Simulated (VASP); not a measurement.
# Li (a cell with a defect) in VASP: a series of runs

Runs on Li (a cell with a defect). Level: PBE. Tasks: single point.

Everything below comes from runs of VASP 6.6.1. Logs are shortened: lines on timing, memory, paths and dates and some standing lists are left out, and cuts for length are marked.

## 1. The structure

The cell holds a defect, 15 atoms: a = 6.867 Å, b = 6.867 Å, c = 6.867 Å, α = 90.00°, β = 90.00°, γ = 90.00°.

The cell was built by a generator and needn't be a form met in nature.

## 2. Single point, PBE

Input file INCAR:

```
SYSTEM = Li
PREC = Accurate
ENCUT = 520
EDIFF = 1E-7
ISMEAR = 1
SIGMA = 0.1
LREAL = Auto
LASPH = .True.
NELM = 80
ALGO = Normal
ISIF = 2
LWAVE = .False.
LCHARG = .True.
GGA = PE
LELF = .True.
LVHAR = .True.
NBANDS = 36
```

Input file KPOINTS:

```
regular mesh
0
Gamma
  2 2 2
  0 0 0
```

Input file POSCAR:

```
Li
1.0
    6.8672126126      0.0000000000      0.0000000000
    0.0000000000      6.8672126126      0.0000000000
    0.0000000000      0.0000000000      6.8672126126
Li
15
Direct
   -0.0007321748     -0.0007288255      0.5072435057
   -0.0007324660      0.5072405933     -0.0007331941
    0.0143194926      0.4805312120      0.4805351438
    0.5072429232     -0.0007289712     -0.0007330485
    0.4805349981      0.0143228418      0.4805357262
    0.4805344157      0.4805312120      0.0143189101
    0.5010124477      0.5010095353      0.5010130302
    0.1249820048      0.1249860822      0.1249814224
    0.2507387054      0.2507424915      0.7427575477
    0.2507385598      0.7427546354      0.2507379773
    0.2356861643      0.7694603762      0.7694644535
    0.7427572565      0.2507424915      0.2507382685
    0.7694644535      0.2356898048      0.7694648904
    0.7694638710      0.7694602305      0.2356855818
    0.7489893338      0.7489861302      0.7489897707
```

Potentials or basis: VASP PAW PBE potentials, release 64 (Li_sv).

On the command line:

```sh
$ cat potpaw_PBE.64/Li_sv/POTCAR > POTCAR
$ mpirun -np 1 vasp_std > vasp.out
```

OUTCAR:

```text
SYSTEM = Li
   PREC = Accurate
   ENCUT = 520
   EDIFF = 1E-7
   ISMEAR = 1
   LREAL = Auto
   LASPH = .True.
   NELM = 80
   ISIF = 2
   GGA = PE

 ion  position               nearest neighbor table
   1  0.999  0.999  0.507-
   2  0.999  0.507  0.999-
   3  0.014  0.481  0.481-
   4  0.507  0.999  0.999-
   5  0.481  0.014  0.481-
   6  0.481  0.481  0.014-
   7  0.501  0.501  0.501-
   8  0.125  0.125  0.125-
   9  0.251  0.251  0.743-
  10  0.251  0.743  0.251-
  11  0.236  0.769  0.769-
  12  0.743  0.251  0.251-
  13  0.769  0.236  0.769-
  14  0.769  0.769  0.236-
  15  0.749  0.749  0.749-

  LATTYP: Found a simple cubic cell.
 ALAT       =     6.8672126126

  Lattice vectors:

 A1 = (   6.8672126126,   0.0000000000,   0.0000000000)
 A2 = (   0.0000000000,   6.8672126126,   0.0000000000)
 A3 = (   0.0000000000,   0.0000000000,   6.8672126126)

Analysis of symmetry for initial positions (statically):
=====================================================================
 Subroutine PRICEL returns:
 Original cell was already a primitive cell.

 Routine SETGRP: Setting up the symmetry group for a
 simple cubic supercell.

 Subroutine GETGRP returns: Found  6 space group operations
 (whereof  6 operations were pure point group operations)
 out of a pool of 48 trial point group operations.

The static configuration has the point symmetry C_3v.

Analysis of symmetry for dynamics (positions and initial velocities):
=====================================================================
 Subroutine PRICEL returns:
 Original cell was already a primitive cell.

 Routine SETGRP: Setting up the symmetry group for a
 simple cubic supercell.

 Subroutine GETGRP returns: Found  6 space group operations
 (whereof  6 operations were pure point group operations)
 out of a pool of 48 trial point group operations.

The dynamic configuration has the point symmetry C_3v.

 Subroutine INISYM returns: Found  6 space group operations
 (whereof  6 operations are pure point group operations),
 and found     1 'primitive' translations
[... 108 lines left out ...]
   POTIM  = 0.5000    time-step for ionic-motion
   TEBEG  =    0.0;   TEEND  =   0.0 temperature during run
   PSTRESS=    0.0 pullay stress
   NELECT =      45.0000    total number of electrons
   NUPDOWN=      -1.0000    fix difference up-down
   EMIN   =  10.00;   EMAX   =-10.00  energy-range for DOS
   EFERMI =   0.00;   METHOD = LEGACY
   ISMEAR =     1;   SIGMA  =   0.10  broadening in eV -4-tet -1-fermi 0-gaus
   EFERMI_NEDOS =   21; number of points for ismear=-14 and -15
   IALGO  =     38    algorithm
   IMIX   =      4    mixing-type and parameters
     AMIX     =   0.40;   BMIX     =  1.00
     AMIX_MAG =   1.60;   BMIX_MAG =  1.00
  volume/ion in A,a.u.               =      21.59       145.70
  Fermi-wavevector in a.u.,A,eV,Ry     =   0.847940  1.602374  9.782622  0.719002
  Thomas-Fermi vector in A             =   1.963525
   LORBIT       =      0    0 simple, 1 ext, 2 COOP (PROOUT), +10 PAW based schemes
   GGA     = PE    functional components
   LHFCALC =     F    Hartree Fock is set to
   AEXX    =    0.0000 exact exchange contribution
   IVDW    =     0    specifies the selected vdW correction
   LEPSILON=     F    determine dielectric tensor
   LRPA    =     F    only Hartree local field effects (RPA)
 non-spin polarized calculation
 Methfessel and Paxton  Order N= 1 SIGMA  =   0.10
  energy-cutoff  :      520.00
  volume of cell :      323.85
 maximum number of plane-waves:      8744
 NGX is ok and might be reduce to    54
   NGX = 25   NGY = 25   NGZ = 25

 number of electron      45.0000042 magnetization

 Free energy of the ion-electron system (eV)
  ---------------------------------------------------
  ext. energy  EPLUGINS =         0.00000000
  ---------------------------------------------------
  free energy    TOTEN  =       -27.38530522 eV

  energy without entropy =      -27.37373173  energy(sigma->0) =      -27.38144739

 E-fermi :   0.3536     XC(G=0):  -6.8836

 val. band max:        0.3384542024   @ k =   0.5000   0.5000   0.0000
 cond. band min:       0.3623378766   @ k =   0.5000   0.5000   0.0000
 fundamental gap:      0.0238836743
 Fermi energy:         0.3536117263

 k-point     1 :       0.0000    0.0000    0.0000
  band No.  band energies     occupation
      1     -46.4339      2.00000
      2     -46.4295      2.00000
      3     -46.2765      2.00000
      4     -46.1887      2.00000
      5     -46.1808      2.00000
      6     -46.1807      2.00000
[... 137 lines left out ...]
     33       3.2532      0.00000
     34       3.2532      0.00000
 [bands above 34 left out]

------------------------ aborting loop because EDIFF is reached ----------------------------------------

  FORCE on cell =-STRESS in cart. coord.  units (eV):
  Direction    XX          YY          ZZ          XY          YZ          ZX
  --------------------------------------------------------------------------------------
  -------------------------------------------------------------------------------------
  Total       -0.7652547     -0.7652547     -0.7652547      0.1368958      0.1368958      0.1368958
  in kB       -3.7859519     -3.7859519     -3.7859519      0.6772659      0.6772659      0.6772659
  external PRESSURE =      -3.7859519 kB  Pullay stress =       0.0000000 kB

 VOLUME and BASIS-vectors are now :
 -----------------------------------------------------------------------------
  energy-cutoff  :      520.00
  volume of cell :      323.85
      direct lattice vectors                 reciprocal lattice vectors
     6.867212613  0.000000000  0.000000000     0.145619490  0.000000000  0.000000000
     0.000000000  6.867212613  0.000000000     0.000000000  0.145619490  0.000000000
     0.000000000  0.000000000  6.867212613     0.000000000  0.000000000  0.145619490

 POSITION                                       TOTAL-FORCE (eV/Angst)
 -----------------------------------------------------------------------------------
      6.86218      6.86221      3.48335        -0.002553     -0.002553      0.002107
      6.86218      3.48333      6.86218        -0.002553      0.002107     -0.002553
      0.09834      3.29991      3.29994        -0.004761     -0.002007     -0.002007
      3.48334      6.86221      6.86218         0.002107     -0.002553     -0.002553
      3.29994      0.09836      3.29994        -0.002007     -0.004761     -0.002007
      3.29993      3.29991      0.09833        -0.002007     -0.002007     -0.004761
      3.44056      3.44054      3.44056        -0.003166     -0.003166     -0.003166
      0.85828      0.85831      0.85827         0.001939      0.001939      0.001939
      1.72188      1.72190      5.10067         0.002852      0.002852     -0.001706
      1.72188      5.10065      1.72187         0.002852     -0.001706      0.002852
      1.61851      5.28405      5.28408         0.005010      0.000715      0.000715
      5.10067      1.72190      1.72187        -0.001706      0.002852      0.002852
      5.28408      1.61853      5.28408         0.000715      0.005010      0.000715
      5.28407      5.28405      1.61850         0.000715      0.000715      0.005010
      5.14347      5.14345      5.14347         0.002564      0.002564      0.002564
 -----------------------------------------------------------------------------------
    total drift:                               -0.002148     -0.002568     -0.001978

  FREE ENERGIE OF THE ION-ELECTRON SYSTEM (eV)
  ---------------------------------------------------
  free  energy   TOTEN  =       -27.3853052244 eV

  energy  without entropy=      -27.3737317304  energy(sigma->0) =      -27.38144739
```

It took 68 s on 1 thread of Intel Xeon Platinum 8488C (Sapphire Rapids), shared host; peak memory 0.36 GiB.

Results:

- Free energy: -27.3853 eV
- Largest force: 0.006 eV/Å
- Band gap on the k mesh: none (metal or under the smearing width)

Forces in eV/Å, atoms in the order of the input:
```
Li  -0.003 -0.003  0.002
Li  -0.003  0.002 -0.003
Li  -0.005 -0.002 -0.002
Li   0.002 -0.003 -0.003
Li  -0.002 -0.005 -0.002
Li  -0.002 -0.002 -0.005
Li  -0.003 -0.003 -0.003
Li   0.002  0.002  0.002
Li   0.003  0.003 -0.002
Li   0.003 -0.002  0.003
Li   0.005  0.001  0.001
Li  -0.002  0.003  0.003
Li   0.001  0.005  0.001
Li   0.001  0.001  0.005
Li   0.003  0.003  0.003
```

Levels at points of the mesh, in eV from the Fermi level:
```csv
k point,band 19,band 20,band 21,band 22,band 23,band 24,band 25,band 26
"(0.00, 0.00, 0.00)",-0.94,-0.94,-0.87,-0.77,0.32,0.49,0.49,0.61
"(0.50, 0.00, 0.00)",-0.51,-0.42,-0.40,-0.37,-0.30,-0.28,-0.23,1.27
"(0.50, 0.50, 0.00)",-2.12,-0.02,0.01,0.11,0.16,0.27,0.28,0.33
"(0.50, 0.50, 0.50)",-1.58,-1.58,-1.57,-1.46,-1.44,2.29,2.29,2.58
```

Caveat: the k mesh is coarse (spacing up to 0.46 Å⁻¹), so the values aren't converged; the cutoff is under 1.25 times the usual one of these potentials, so pressure, stress and relaxed cells hold a basis-set (Pulay) error.

(Continued in part 2 of 2.)
